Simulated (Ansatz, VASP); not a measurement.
Two plane-wave programs on Re

```xyz
1
Lattice="0.0000 1.8762 1.8762 1.8762 0.0000 1.8762 1.8762 1.8762 0.0000" Properties=species:S:1:pos:R:3 pbc="T T T"
Re    0.0000    0.0000    0.0000
```

Change from the starting cell: strain -0.050 along x and y, -0.050 along z, atoms carried along.

Alike in both runs: task single point; functional PBE; k mesh 20 × 20 × 20; occupations gaussian, width 0.15 eV; no spin polarisation.

|  | VASP | Ansatz |
| --- | --- | --- |
| version | VASP 6.6.1 | Ansatz 0.2.0 |
| potentials or method | VASP PAW PBE potentials, release 64 (Re) | scalar-relativistic, plane waves, PAW |
| plane-wave cutoff (eV) | 520 | 420 |
| valence electrons in the cell | 7 | 15 |

|  | VASP | Ansatz | Ansatz less VASP |
| --- | --- | --- | --- |
| gap on the k mesh at the Fermi level (eV) | none | none | - |
| pressure (GPa) | 61.6 | 60.9 | -0.71 |

A gap of «none» marks a metal or a gap that the smearing closes. The two sets of potentials don't hold the same shells in valence.

Caveats: the cell as given lies far from equilibrium; so large a pressure means that the cell lies far from this level's equilibrium, or that cutoff or potentials fall short (VASP). The runs have no spin-orbit coupling, so splittings on Re are missing.
